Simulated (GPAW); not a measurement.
# Ni (Fm-3m) in GPAW: settings compared, part 2 of 2

GPAW 26.7.0. Earlier steps stand in the parts before.

**3. Equation of state, vdW-DF-cx, collinear spin, ferromagnetic start**

run.py reads:

```python
from ase.eos import EquationOfState
from ase.io import Trajectory
from ase.spacegroup import crystal
from ase.units import GPa
from gpaw import GPAW, PW

# Ni 4a
atoms = crystal(['Ni'],
                basis=[[0.0, 0.0, 0.0]],
                spacegroup=225, setting=1,  # Fm-3m
                cellpar=[3.47514587, 3.47514587, 3.47514587, 90.0, 90.0, 90.0],
                primitive_cell=True)
atoms.set_initial_magnetic_moments([1.0])

traj = Trajectory('eos.traj', 'w')
volumes, energies = [], []
for x in [0.94, 0.96, 0.98, 1.0, 1.02, 1.04, 1.06]:
    a = atoms.copy()
    a.set_cell(atoms.cell * x**(1 / 3), scale_atoms=True)
    calc = GPAW(mode=PW(600),
                xc={'name': 'vdW-DF-cx', 'backend': 'libvdwxc'},
                kpts={'size': (11, 11, 11), 'gamma': True},
                occupations={'name': 'fermi-dirac', 'width': 0.05},
                nbands=17,
                convergence={'density': 1e-05, 'energy': 1e-05},
                maxiter=150,
                txt=f'eos-{x:.2f}.txt')
    a.calc = calc
    energies.append(a.get_potential_energy(force_consistent=True))
    volumes.append(a.get_volume())
    calc.write(f'eos-{x:.2f}.gpw')
    traj.write(a)
    print(f'{x:.2f} {volumes[-1]:10.4f} A^3 {energies[-1]:14.6f} eV', flush=True)

v0, e0, B = EquationOfState(volumes, energies, eos='birchmurnaghan').fit()
print(f'V0 = {v0:.4f} A^3, E0 = {e0:.6f} eV, B0 = {B / GPa:.2f} GPa')
```

Potentials or basis: GPAW PAW data sets (gpaw-data 1.2.1), pw.

On the command line:

```bash
> OMP_NUM_THREADS=1 python run.py
```

The log of the run:

```text
__  _  _
 | _ |_)|_||  |
 |__||  | ||/\| - 26.7.0

Input parameters:
  mode=PW(ecut=600.0),
  convergence={'density': 1e-05, 'energy': 1e-05},
  kpts=MonkhorstPack(size=(11, 11, 11), gamma=True),
  maxiter=150,
  nbands=17,
  occupations=Occupations(name='fermi-dirac', width=0.05),
  xc=XC(name='vdW-DF-cx', backend='libvdwxc')

Diagonalizing LCAO Hamiltonian
Converting LCAO to pw mode

       Ni

Atoms  # Å, Bohr magnetons
|   | symbol |        x |        y |        z |    initial magnetic moments |
|---|--------|----------|----------|----------|-----------------------------|
| 0 |     Ni | 0.000000 | 0.000000 | 0.000000 | ( 0.0000,  0.0000,  1.0000) |

Unit cell  # Å
| periodic |        x |        y |        z |  lengths |    angles |
|----------|----------|----------|----------|----------|-----------|
|      yes | 0.000000 | 1.714089 | 1.714089 | 2.424088 | 60.000000 |
|      yes | 1.714089 | 0.000000 | 1.714089 | 2.424088 | 60.000000 |
|      yes | 1.714089 | 1.714089 | 0.000000 | 2.424088 | 60.000000 |

Number of symmetries: 48
Symmetry operations  # r_c * U_cc + t_c -> r_c
|    | kind |            matrix            |
|----|------|------------------------------|
|  0 |  σ   |  1, 0, 0,  1, 0,-1,  1,-1, 0 |
|  1 |  C2  |  1, 0, 0,  1,-1, 0,  1, 0,-1 |
|  2 |  E   |  1, 0, 0,  0, 1, 0,  0, 0, 1 |
|  3 |  σ   |  1, 0, 0,  0, 0, 1,  0, 1, 0 |
[... 146 lines left out ...]
  Semilocal: GGA_X_LV_RPW86+LDA_C_PW with 2 nearest neighbor stencil
  Local blocksize: 28 x 28 x 28
  PAW datasets: PBE

convergence criteria:
- Maximum integral of absolute [dens]ity change: 1e-05 electrons / valence electron
- Maximum [total energy] change in last 3 cyles: 1e-05 eV / valence electron
- Maximum integral of absolute [eigenst]ate change: 4e-08 eV^2 / valence electron
maximum number of iterations: 150

SCF iterations
|iter     | |      energy | eigst |  dens |  magmom |
|---------|-|-------------|-------|-------|---------|
|iter:   1| |   13.222370 | -0.06 |       |  +1.0009|
|iter:   2| |   13.214022 | -2.91 | -1.39 |  +0.9814|
|iter:   3| |   13.104800 | -2.76 | -1.43 |  +0.7547|
|iter:   4| |   13.082592 | -2.66 | -1.74 |  +0.5526|
|iter:   5| |   13.082147 | -4.35 | -2.66 |  +0.5731|
|iter:   6| |   13.082137 | -6.40 | -3.25 |  +0.5679|
|iter:   7| |   13.082130c| -6.27 | -3.47 |  +0.5687|
|iter:   8| |   13.082131c| -8.13c| -3.90 |  +0.5693|
|iter:   9| |   13.082131c| -8.90c| -4.41 |  +0.5694|
|iter:  10| |   13.082131c| -9.41c| -5.40c|  +0.5695|

Converged in 10 steps
Energy contributions relative to reference atoms: (reference = -41367.998447)

Energy contributions:
  Kinetic:          11.955414
  Coulomb:          -8.916810
  Zero:              0.062833
  External:          0.000000
  Xc:                9.986689
  Entropy:          -0.011991
  Spinorbit:         0.000000
  ----------------------------
  Free energy:      13.076136
  Extrapolated:     13.082131

dipole moment: (-7.008933, -7.008933, -7.008933)  # |e|*Ang

Total magnetic moment: (0.000000, 0.000000, 0.569484)

Local magnetic moments
|        x |        y |        z |
|----------|----------|----------|
| 0.000000 | 0.000000 | 0.598298 |  # Ni   0

Fermi level: 9.499
Eigenvalues  # (at kpt = [0.000, 0.000, 0.000])
| band index |      eig [eV] | occ [0-1] |      eig [eV] | occ [0-1] |
|------------|---------------|-----------|---------------|-----------|
|          0 |       -54.334 |     1.000 |       -53.606 |     1.000 |
|          1 |       -54.334 |     1.000 |       -53.606 |     1.000 |
|          2 |       -54.334 |     1.000 |       -53.606 |     1.000 |
|          3 |        -0.143 |     1.000 |        -0.165 |     1.000 |
|          4 |         6.866 |     1.000 |         7.520 |     1.000 |
|          5 |         6.866 |     1.000 |         7.520 |     1.000 |
[... 9 lines left out ...]
|         15 |        40.974 |     0.000 |        41.110 |     0.000 |
|         16 |        44.291 |     0.000 |        44.186 |     0.000 |

No gap
No difference between direct/indirect transitions
# Writing to eos-0.96.gpw (mode='')
```

stdout:

```text
0.94     9.8625 A^3      13.109087 eV
0.96    10.0723 A^3      13.076136 eV
0.98    10.2822 A^3      13.051579 eV
1.00    10.4920 A^3      13.034529 eV
1.02    10.7019 A^3      13.024184 eV
1.04    10.9117 A^3      13.019733 eV
1.06    11.1215 A^3      13.020712 eV
V0 = 10.9769 A^3, E0 = 13.019511 eV, B0 = 205.59 GPa
```

eos-0.98.txt:

```text
SCF iterations
|iter     | |      energy | eigst |  dens |  magmom |
|---------|-|-------------|-------|-------|---------|
|iter:   1| |   13.189342 | -0.06 |       |  +1.0009|
|iter:   2| |   13.182911 | -2.89 | -1.38 |  +0.9815|
|iter:   3| |   13.082542 | -2.80 | -1.42 |  +0.7649|
|iter:   4| |   13.058010 | -2.71 | -1.73 |  +0.5663|
[... 38 lines left out ...]
|          3 |        -0.285 |     1.000 |        -0.309 |     1.000 |
|          4 |         6.632 |     1.000 |         7.288 |     1.000 |
|          5 |         6.632 |     1.000 |         7.288 |     1.000 |
[... 9 lines left out ...]
|         15 |        40.279 |     0.000 |        40.412 |     0.000 |
|         16 |        43.640 |     0.000 |        43.534 |     0.000 |

No gap
No difference between direct/indirect transitions
# Writing to eos-0.98.gpw (mode='')
```

Wall time 1.9 min (1 thread of Arm Neoverse V1, shared host); peak memory 0.23 GiB.

Results:

```yaml
Equilibrium_volume: 10.98 Å³/atom
Bulk_modulus: 206 GPa
Pressure_derivative_of_the_bulk_modulus: 4.9
```

Energy against volume, from the lowest point:
```tsv
volume (Å³/atom)	energy (meV/atom)
9.862	89.35
10.072	56.40
10.282	31.85
10.492	14.80
10.702	4.45
10.912	0.00
11.122	0.98
```

Caveat: the PAW data sets were made with another functional, which shifts forces and pressure a little.

**4. Equation of state, LDA, collinear spin, ferromagnetic start**

run.py reads:

```python
from ase.eos import EquationOfState
from ase.io import Trajectory, read
from ase.units import GPa
from gpaw import GPAW, PW, setup_paths

setup_paths.insert(0, '.')

atoms = read('Ni.xyz')
atoms.set_initial_magnetic_moments([1.0])

traj = Trajectory('eos.traj', 'w')
volumes, energies = [], []
for x in [0.94, 0.96, 0.98, 1.0, 1.02, 1.04, 1.06]:
    a = atoms.copy()
    a.set_cell(atoms.cell * x**(1 / 3), scale_atoms=True)
    calc = GPAW(mode=PW(600),
                xc='LDA',
                kpts={'size': (11, 11, 11), 'gamma': True},
                occupations={'name': 'fermi-dirac', 'width': 0.05},
                nbands=17,
                convergence={'density': 1e-05, 'energy': 1e-05},
                maxiter=150,
                txt=f'eos-{x:.2f}.txt')
    a.calc = calc
    energies.append(a.get_potential_energy(force_consistent=True))
    volumes.append(a.get_volume())
    p = -a.get_stress()[:3].mean() / GPa
    calc.write(f'eos-{x:.2f}.gpw')
    traj.write(a)
    print(f'{x:.2f} {volumes[-1]:10.4f} A^3 {energies[-1]:14.6f} eV {p:9.3f} GPa', flush=True)

v0, e0, B = EquationOfState(volumes, energies, eos='birchmurnaghan').fit()
print(f'V0 = {v0:.4f} A^3, E0 = {e0:.6f} eV, B0 = {B / GPa:.2f} GPa')
```

Ni.xyz reads:

```xyz
1
Lattice="0.0000000000 1.7375729330 1.7375729330 1.7375729330 0.0000000000 1.7375729330 1.7375729330 1.7375729330 0.0000000000" Properties=species:S:1:pos:R:3 pbc="T T T"
Ni     0.0000000000      0.0000000000      0.0000000000
```

Potentials or basis: PAW data sets generated in the run's folder for this functional, pw.

On the command line:

```bash
> gpaw-setup -f LDA Ni
> OMP_NUM_THREADS=1 python run.py
```

Wall time 1.8 min (1 thread of Arm Neoverse V1, shared host); peak memory 0.2 GiB.

Results (log left out):

```
Equilibrium volume                      : 10.12 Å³/atom
Bulk modulus                            : 259 GPa
Pressure derivative of the bulk modulus : 4.9
```

Energy against volume, from the lowest point:
```csv
volume (Å³/atom),energy (meV/atom)
9.862,5.50
10.072,0.00
10.282,1.74
10.492,9.91
10.702,23.77
10.912,42.65
11.122,65.97
```

**5. The runs side by side**

| task | level | potentials or basis | band path | band points | V0 of scaled cells (Å³/atom) | B0 (GPa) |
| --- | --- | --- | --- | --- | --- | --- |
| band structure | LDA | the program's PAW data sets (release 1.2.1) made for this functional, pw | GXWKGLUWLK,UX | 80 | - | - |
| equation of state | vdW-DF-cx | GPAW PAW data sets (gpaw-data 1.2.1), pw | - | - | 10.98 | 206 |
| equation of state | LDA | PAW data sets generated in the run's folder for this functional, pw | - | - | 10.12 | 259 |

Alike in all rows: spin collinear, ferromagnetic start; cell as given; k mesh 11 × 11 × 11; cutoff (eV) 600; smearing fermi-dirac 0.05 eV.

Caveats: the stock nickel data set gives pressures a few GPa off other programs (some runs); the PAW data sets were made with another functional, which shifts forces and pressure a little (some runs).

Total energies depend on the potentials used, so only differences within one code and one set of settings carry meaning.
